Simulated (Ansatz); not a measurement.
# NiO2 (P6_3/mmc) in Ansatz: relaxation of cell and atoms with PBEsol

Aim: the relaxation of cell and atoms of NiO2 with PBEsol.

All numbers are computed with Ansatz 0.2.0; they aren't measurements. Logs are shortened: lines on timing, memory, paths and dates and some standing lists are left out, and cuts for length are marked.

**1. The crystal as given**

The structure is hexagonal, space group P6_3/mmc (No. 194). Conventional cell: a = 2.912 Å, b = 2.912 Å, c = 10.555 Å, α = 90.00°, β = 90.00°, γ = 120.00°. Ni (site symmetry -3m) is surrounded by 6 O at 1.93 Å. Around O (site symmetry 3m) lie 3 Ni at 1.93 Å.

The cell comes from a database or a generator and needn't be the stable form of this composition.

**2. Relaxation of cell and atoms, PBEsol, collinear spin, ferromagnetic start**

input.yaml

```yaml
crystal:
  lattice:
    - [2.9121517351, 0.0, 0.0]
    - [-1.4560758676, 2.5219973823, 0.0]
    - [0.0, 0.0, 10.55527]
  atoms:
    - { symbol: Ni, position: [0.0, 0.0, 0.5], spin: 1.0 }
    - { symbol: Ni, position: [0.0, 0.0, 0.0], spin: 1.0 }
    - { symbol: O, position: [0.3333333333, 0.6666666667, 0.589079] }
    - { symbol: O, position: [0.3333333333, 0.6666666667, 0.910921] }
    - { symbol: O, position: [0.6666666667, 0.3333333333, 0.410921] }
    - { symbol: O, position: [0.6666666667, 0.3333333333, 0.089079] }
hamiltonian:
  xc: pbesol
  pseudopotentials: { kind: paw }
magnetization:
  spin_polarized: true
kpoints:
  mp_grid: { grid: [10, 10, 3] }
scf:
  occupations: { method: fermi_dirac, width: 0.05 }
output:
  forces: true
  stress: true
  eigenvalues: true
relax:
  f_tol: 0.01
  max_steps: 40
  cell: { stress_tol: 0.05 }
```

Potentials or basis: Ansatz PAW.

Started as:

```sh
$ ansatz run input.yaml --threads 2 --pin off --max-ram 5632MiB --backend cpu --events-out ev --progress --plain --runs-dir out
```

The program printed:

```text
Warning: RAYON_NUM_THREADS=2 ignored (pool sized by the plan → 2); use --threads N
Engine: ansatz 0.2.0, aarch64-unknown-linux-gnu
Pseudopotentials: kind: paw
Pseudopotential: Ni, paw, valence charge 18, recommended cutoff 420 eV (normal), Ni.paw.azcp
Pseudopotential: O, paw, valence charge 6, recommended cutoff 420 eV (normal), O.paw.azcp
Functional definition: PBEsol
  exchange = pbesol_x
  correlation = pbesol_c
Crystal: 6 atoms, lattice volume = 77.523 Å³
Basis set: ecut = 420 eV, 1523 PW (Γ), exchange–correlation on 40×40×144 points (8 copies of the dense FFT grid, shifted against one another)
Bands: 38, of which v1, the nominal top of the filled ones, is band 30 counted from 1 (29 counted from 0)
Symmetry: 24 space group operations
Space group: P63/mmc (ITA 194), of the structure as read, at distance tolerance 4.3e-5 Å
Magnetic group: BNS 194.263 (UNI 1493), of the structure as read, at distance tolerance 4.3e-5 Å
k-points: 28 of 300
Non-local potential: Ni, projectors of the file, l = 0: 3, l = 1: 2, l = 2: 3, l = 3: 1
Non-local potential: O, projectors of the file, l = 0: 2, l = 1: 2, l = 2: 1
PAW form: soft (Blöchl's): semilocal exchange-correlation on the pseudo side does not see the compensation charge
PAW frozen core: Ni, regenerated for the run's functional, and the local potential with it (the file was generated under x = pbe(κ = 0.804, μ = 0.2195149727645171), c = pbe(β = 0.06672455060314922))
PAW frozen core: O, regenerated for the run's functional, and the local potential with it (the file was generated under x = pbe(κ = 0.804, μ = 0.2195149727645171), c = pbe(β = 0.06672455060314922))
PAW one-centre angular grid: Ni, 590 points (default); XC on 64 Gauss nodes
PAW one-centre angular grid: O, 110 points (default); XC on 64 Gauss nodes
Initial density: superposition of atomic densities (chi_scale 0.1, normalization cell, long waves kept (reshape's long-wave potential 0.29 eV rms))
Starting moments: Σ|m| = 2 μB on 2 of 6 sites
Initial wavefunctions: pseudopotential atomic-orbital guess
Functional: x = pbesol(κ = 0.804, μ = 0.12345679012345678), c = pbesol(β = 0.046)
SCF iter   1: F=—  HF=-13845.345230 eV  |F-HF|=—  |Δ(HF+E_count)|=         —  Δρ=1.36e-1 (↑6.91e-2 ↓1.36e-1)  dr2=2.40e1  dr2_m=1.62e0  M=0.014 μB ∫|m|=1.331 μB  β_m=0.30  ethr=3.10e-3  ⟨swp⟩=6.8  Hψ=8256  notcnv=0
Mixer restart at iter 1: flushing history
preconditioner: auto → Resta (q_TF=auto, 2.614 Å⁻¹)  ε∞=6.7  [insulator: Δε(μ)=0.265 eV  Ē_g=11.731 eV  σ=0.050 eV  W_gap=0.86  n_scr=26 (ndim 8)  ℏωp=28.0 eV  f_vac=0.257  D(μ)=0.27/eV (n_scr^D=2)  ε∞_Penn≈6.7]
spin=Collinear: Resta preconditioning applied to the charge; magnetization (m = ρ↑ − ρ↓) channel mixes plain (no charge-response kernel on spin).
SCF iter   2: F=—  HF=-13847.043264 eV  |F-HF|=—  |Δ(HF+E_count)|=    1.70e0  Δρ=5.58e-2 (↑5.58e-2 ↓4.76e-2)  dr2=1.19e0  dr2_m=1.02e0  M=0.036 μB ∫|m|=1.139 μB  β_m=0.32  ethr=3.10e-3  ⟨swp⟩=4.0  Hψ=5304  notcnv=0  defer=53
SCF iter   3: F=—  HF=-13846.854229 eV  |F-HF|=—  |Δ(HF+E_count)|=   1.89e-1  Δρ=4.31e-2 (↑3.16e-2 ↓4.31e-2)  dr2=1.23e0  dr2_m=6.26e-1  M=0.004 μB ∫|m|=0.988 μB  β_m=0.45  ethr=1.98e-3  ⟨swp⟩=2.6  Hψ=3817  notcnv=0  defer=50
SCF iter   4: F=—  HF=-13847.215836 eV  |F-HF|=—  |Δ(HF+E_count)|=   3.62e-1  Δρ=2.12e-2 (↑2.12e-2 ↓7.77e-3)  dr2=1.88e-1  dr2_m=1.11e-1  M=0.000 μB ∫|m|=0.526 μB  β_m=0.81  ethr=1.98e-3  ⟨swp⟩=2.7  Hψ=3411  notcnv=0  defer=50
SCF iter   5: F=—  HF=-13847.224434 eV  |F-HF|=—  |Δ(HF+E_count)|=         —  Δρ=5.02e-3 (↑5.02e-3 ↓3.31e-3)  dr2=1.86e-2  dr2_m=8.82e-3  M=-0.000 μB ∫|m|=0.095 μB  β_m=0.81  ethr=3.13e-4  ⟨swp⟩=3.1  Hψ=4270  notcnv=0  defer=52
SCF iter   6: F=—  HF=-13847.227702 eV  |F-HF|=—  |Δ(HF+E_count)|=   3.27e-3  Δρ=1.28e-3 (↑8.87e-4 ↓1.28e-3)  dr2=1.81e-3  dr2_m=9.42e-5  M=-0.000 μB ∫|m|=0.010 μB  β_m=0.91  ethr=3.11e-5  ⟨swp⟩=2.0  Hψ=3643  notcnv=0  defer=53
SCF iter   7: F=—  HF=-13847.231296 eV  |F-HF|=—  |Δ(HF+E_count)|=   3.59e-3  Δρ=1.17e-3 (↑1.04e-3 ↓1.17e-3)  dr2=2.86e-3  dr2_m=1.44e-5  M=-0.000 μB ∫|m|=0.006 μB  β_m=0.95  ethr=3.02e-6  ⟨swp⟩=2.1  Hψ=3495  notcnv=0  defer=53
SCF iter   8: F=—  HF=-13847.231798 eV  |F-HF|=—  |Δ(HF+E_count)|=   5.01e-4  Δρ=1.81e-4 (↑1.58e-4 ↓1.81e-4)  dr2=1.28e-4  dr2_m=3.14e-6  M=-0.000 μB ∫|m|=0.002 μB  β_m=0.94  ethr=3.02e-6  ⟨swp⟩=2.1  Hψ=3383  notcnv=0  defer=53
SCF iter   9: F=—  HF=-13847.231955 eV  |F-HF|=—  |Δ(HF+E_count)|=   1.58e-4  Δρ=1.48e-4 (↑7.40e-5 ↓1.48e-4)  dr2=3.06e-5  dr2_m=1.41e-6  M=0.000 μB ∫|m|=0.001 μB  β_m=0.97  ethr=2.13e-7  ⟨swp⟩=2.1  Hψ=3492  notcnv=0  defer=53
SCF iter  10: F=—  HF=-13847.232031 eV  |F-HF|=—  |Δ(HF+E_count)|=   7.60e-5  Δρ=6.29e-5 (↑6.29e-5 ↓3.74e-5)  dr2=6.67e-6  dr2_m=1.53e-7  M=0.000 μB ∫|m|=0.000 μB  β_m=0.97  ethr=5.11e-8  ⟨swp⟩=2.0  Hψ=3156  notcnv=0  defer=53
SCF iter  11: F=—  HF=-13847.232031 eV  |F-HF|=—  |Δ(HF+E_count)|=   9.44e-8  Δρ=3.51e-5 (↑3.51e-5 ↓2.51e-5)  dr2=2.25e-6  dr2_m=1.95e-8  M=0.000 μB ∫|m|=0.000 μB  β_m=0.94  ethr=1.11e-8  ⟨swp⟩=1.2  Hψ=2141  notcnv=0  defer=53
SCF iter  12: F=—  HF=-13847.232031 eV  |F-HF|=—  |Δ(HF+E_count)|=   2.37e-7  Δρ=3.19e-6 (↑2.83e-6 ↓3.19e-6)  dr2=3.56e-9  dr2_m=5.56e-9  M=0.000 μB ∫|m|=0.000 μB  β_m=0.97  ethr=3.75e-9  ⟨swp⟩=2.1  Hψ=2432  notcnv=0  defer=53
SCF iter  13: F=—  HF=-13847.232031 eV  |F-HF|=—  |Δ(HF+E_count)|=   1.60e-8  Δρ=2.00e-6 (↑1.84e-6 ↓2.00e-6)  dr2=8.62e-9  dr2_m=1.26e-11  M=0.000 μB ∫|m|=0.000 μB  β_m=0.98  ethr=5.93e-12  ⟨swp⟩=3.2  Hψ=4572  notcnv=0  defer=53
SCF iter  14: F=-13847.232031 eV  HF=-13847.232031 eV  |F-HF|=1.96e-9  |Δ(HF+E_count)|=  2.56e-10  Δρ=9.42e-7 (↑9.42e-7 ↓8.92e-7)  dr2=2.08e-9  dr2_m=6.97e-13  M=-0.000 μB ∫|m|=0.000 μB  ethr=5.93e-12  ⟨swp⟩=4.1  Hψ=6477  notcnv=0
[... 136 lines left out ...]
SCF converged after 8 iterations
Magnetization: 0.0000 μB (30.0000 up, 30.0000 down)
Absolute magnetization: 0.0000 μB (∫|ρ↑−ρ↓|, with the PAW one-centre terms)
Spin contamination: 0.0000 ħ² per cell (⟨S²⟩ above its minimum at these occupations)
Per-site moments (μB) at R_I (Å): [(3.338024511053581e-9, 0.766627425906814), (3.338024375087189e-9, 0.7666274259068131), (-1.7321237732583764e-9, 0.766627425906814), (-1.732123778016347e-9, 0.7666274259068131), (-1.7321237805310947e-9, 0.766627425906814), (-1.732123792729036e-9, 0.7666274259068139)]
Free energy (F): -13847.677776 eV
Harris-Foulkes:  -13847.677776 eV  (|F-HF|=9.09e-12)
Internal energy: -13847.677775 eV  (E = F + TS)
E sigma→0 (E₀):  -13847.677775 eV
Entropy (-TS):   -0.000002 eV (-0.000 meV/atom)
Fermi energy:    5.658090 eV
--- Per-component energies (eV) ---
  E_band       = -1138.052785
  E_kinetic    = 1247.688468
  E_local      = -14776.449999  (includes V_loc(G=0)·N_el)
  E_nonlocal   = 1446.737331
  E_hartree    = 6339.761930
  E_xc         = -457.961335
  E_vxc        = -589.345235  (∫ρ·V_xc dr)
  E_paw        = -3775.119448  (= ΣΔE_a)
  E_vpaw       = -1146.216543  (= ΣTr[D̂ρ^β])
  E_aug_tail   = 0.009485  (compensation charges beyond the density's cutoff)
  E_ewald      = -3872.879935
  E_core_change = 0.535729  (= ΣΔE_core)
  E_smearing   = -0.000002  (= −TS)
  E_closure    = -0.000000  (closes the sum)
  Σ components = -13847.677776   (vs F -13847.677776, Δ=0.00e0)
--- Forces (eV/Å), atoms counted from 1 ---
  atom   1  Ni     0.00000000     0.00000000     0.00000000
  atom   2  Ni     0.00000000    -0.00000000     0.00000000
  atom   3  O     -0.00000000    -0.00000000    -0.00296819
  atom   4  O     -0.00000000    -0.00000000     0.00296819
  atom   5  O      0.00000000     0.00000000     0.00296819
  atom   6  O     -0.00000000     0.00000000    -0.00296819
  max |Σ_I F_I| component: 1.39e-17 eV/Å
--- Stress (GPa, compression-positive) ---
        0.002825      -0.000000      -0.000000
       -0.000000       0.002825      -0.000000
       -0.000000      -0.000000       0.034321
  P = ⅓ Tr σ = 0.0133 GPa (0.133 kbar)
--- Band table (eV; the first three rows and the last of 56) ---
  k-point 0 ↑: bands = ["-98.8149", "-98.8149", "-59.3988", "-59.3988", "-59.3988", "-59.3988", "-59.1130", "-59.1130", "-14.6077", "-14.5932", "-12.1357", "-12.1058", "-0.5810", "-0.5810", "-0.5794", "-0.5794", "-0.5618", "-0.3643", "2.9654", "2.9654", "2.9657", "2.9657", "3.4273", "3.8891", "3.9906", "3.9906", "3.9977", "3.9977", "4.8474", "4.9834", "7.4405", "7.4405", "7.4477", "7.4477", "12.3872", "13.9411", "14.4488", "16.0443"]
  k-point 1 ↑: bands = ["-98.8149", "-98.8149", "-59.3988", "-59.3988", "-59.3988", "-59.3988", "-59.1130", "-59.1129", "-14.6041", "-14.5968", "-12.1282", "-12.1132", "-0.5805", "-0.5805", "-0.5797", "-0.5797", "-0.5149", "-0.4161", "2.9655", "2.9655", "2.9656", "2.9656", "3.5365", "3.7648", "3.9928", "3.9928", "3.9968", "3.9968", "4.8918", "4.9578", "7.4426", "7.4426", "7.4461", "7.4461", "12.6229", "13.2588", "15.1591", "15.8187"]
  k-point 2 ↑: bands = ["-98.8144", "-98.8144", "-59.4041", "-59.4041", "-59.4001", "-59.4001", "-59.1122", "-59.1122", "-14.4708", "-14.4564", "-12.1419", "-12.1137", "-0.6718", "-0.6515", "-0.4964", "-0.4946", "-0.4194", "-0.2295", "2.5097", "2.5176", "2.6823", "2.6841", "3.6653", "3.8200", "3.8515", "4.1197", "4.1898", "4.1961", "4.9164", "5.0595", "7.0924", "7.1182", "7.3613", "7.3691", "12.7945", "14.1590", "14.9037", "16.5166"]
  k-point 27 ↓: bands = ["-98.8091", "-98.8091", "-59.4425", "-59.4425", "-59.4319", "-59.4319", "-59.1039", "-59.1039", "-12.5560", "-12.5504", "-12.4066", "-12.4008", "-0.7865", "-0.7759", "-0.6866", "-0.6729", "0.0804", "0.0924", "1.4362", "1.4662", "1.5958", "1.6370", "2.3570", "2.3828", "3.3398", "3.3412", "4.1713", "4.1974", "4.4929", "4.5202", "6.6118", "6.6464", "6.6850", "6.7176", "18.3735", "18.5112", "19.5846", "19.6538"]
--- Relaxed structure (7 steps of the walk, 7 accepted, 2 SCFs on fresh bases) ---
  F+E_penalty+E_count = -13847.67777610 eV   max|allowed force component| = 2.968e-3 eV/Å   (the final SCF, on the basis selected at the relaxed cell)
  cell:  # Å, volume = 72.7189 Å³
    - [2.7834062167648774, 2.7591186478917985e-11, 9.289232027774976e-30]
    - [-1.3917031084063336, 2.4105004927561238, 8.115674913728734e-19]
    - [-6.257485019265451e-34, 3.3966387336010875e-18, 10.838350702557497]
  atoms:
    - { symbol: Ni, position: [-4.81482486096809e-35, -9.62964972193618e-35, 0.5] }
    - { symbol: Ni, position: [-3.7543193876530423e-35, -6.681960549103738e-35, -2.1570500444039425e-19] }
    - { symbol: O, position: [0.33333333333333337, 0.6666666666666667, 0.5861350476523708] }
    - { symbol: O, position: [0.33333333333333337, 0.6666666666666667, 0.9138649523476295] }
    - { symbol: O, position: [0.6666666666666666, 0.3333333333333333, 0.4138649523476292] }
    - { symbol: O, position: [0.6666666666666666, 0.3333333333333333, 0.0861350476523707] }
```

Wall time 63 s (2 threads of Arm Neoverse V1, shared host); peak memory 0.44 GiB.

What came out:

```yaml
Free_energy: -13847.6778 eV
Relaxed_volume: 12.12 Å³/atom
Relaxed_cell: a = 2.783 Å, b = 2.783 Å, c = 10.838 Å, α = 90.00°, β = 90.00°, γ = 120.00°
Space_group_after_relaxing_to_0.05_Å: P6_3/mmc (No. 194)
Energy_gained_by_relaxing: 74.3 meV/atom
Ionic_steps: 9
Pressure_after_relaxing: 0.0 GPa
Band_gap_on_the_k_mesh: 1.18 eV, indirect (least direct gap 1.43 eV)
Net_moment: 0.00 μB per cell
Absolute_moment: 0.00 μB per cell
```

Forces in eV/Å, atoms in the order of the input:
```
Ni   0.000  0.000  0.000
Ni   0.000  0.000  0.000
O    0.000  0.000 -0.003
O    0.000  0.000  0.003
O    0.000  0.000  0.003
O    0.000  0.000 -0.003
```

The path:
```tsv
step	energy change (eV)	largest force (eV/Å)	volume (Å³)
1	0.0000	1.0326	77.52
2	-0.3325	0.7386	73.82
3	-0.4588	0.1082	71.41
4	-0.4597	0.0235	72.24
5	-0.4587	0.0025	72.48
6	-0.4578	0.0030	72.68
7	-0.4454	0.0027	72.68
8	-0.4455	0.0027	72.72
9	-0.4457	0.0030	72.72
```

Final structure:
```
Ni O
1.0
     2.78341    0.00000    0.00000
    -1.39170    2.41050    0.00000
     0.00000    0.00000   10.83835
Ni O
2 4
Direct
  0.00000 0.00000 0.50000
  0.00000 0.00000 0.00000
  0.33333 0.66667 0.58614
  0.33333 0.66667 0.91386
  0.66667 0.33333 0.41386
  0.66667 0.33333 0.08614
```

Caveat: odd divisions of the mesh miss points on the zone boundary, where band edges often lie, so the gap on the mesh can be too wide; the plane-wave basis is chosen anew once the cell has moved, so the energies of steps on either side of that aren't comparable; the pressure holds a Pulay correction of +0.8 GPa for the finite cutoff; the PAW data sets come from PBE, with cores solved anew for the run's functional, which leaves a small shift of forces and pressure; the starting moments weren't kept. A k mesh can miss the band edges.

**3. The reference run**

An earlier run on the cell as given: functional PBEsol; potentials or basis Ansatz PAW; cutoff 420 eV (not typed: the program's choice for these potentials); k mesh 10 × 10 × 3; occupations fermi-dirac, width 0.05 eV; collinear spin, ferromagnetic start; starting moments [1.0, 1.0, 0.0, 0.0, 0.0, 0.0] μB.

* Pressure: -15.2 GPa
* Largest force: 1.033 eV/Å
* Band gap on the k mesh: 0.91 eV, indirect (least direct gap 1.20 eV)
* Net moment: 0.00 μB per cell
* Absolute moment: 0.00 μB per cell
